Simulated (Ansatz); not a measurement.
Crystal: Au.

```
Au
1.0
     2.74841    0.00000    0.00000
     0.00000    2.74841    0.00000
     0.00000    0.00000    2.74841
Au
1
Direct
  0.50000 0.50000 0.50000
```

The cell was built by a generator and needn't be a form met in nature.

Base run:

- Program: Ansatz 0.2.0
- Functional: revPBE
- Potentials or basis: Ansatz PAW
- Cutoff: 420 eV (not typed: the program's choice for these potentials)
- k mesh: 10 × 10 × 10
- Occupations: fermi-dirac, width 0.05 eV
- Spin: no spin polarisation

Its results: band gap on the k mesh none (metal or under the smearing width); pressure 2.6 GPa.

Problem. After a change of settings the same cell gave: band gap on the k mesh none (metal or under the smearing width); pressure -10.0 GPa. Which change was it?
A. functional from revPBE to r2SCAN; cutoff from 420 eV (not typed: the program's choice for these potentials) to 500 eV (not typed: the program's choice for these potentials)
B. functional from revPBE to BLYP
C. functional from revPBE to RPBE
D. functional from revPBE to LDA

Solution. D.

LDA binds more tightly than revPBE, so the same cell stands under less pressure.

Caveats: spin-orbit coupling is left out, which moves the levels of the heavy elements; the PAW data sets come from PBE, with cores solved anew for the run's functional, which leaves a small shift of forces and pressure.

Runs at the PBE level aren't shown here.
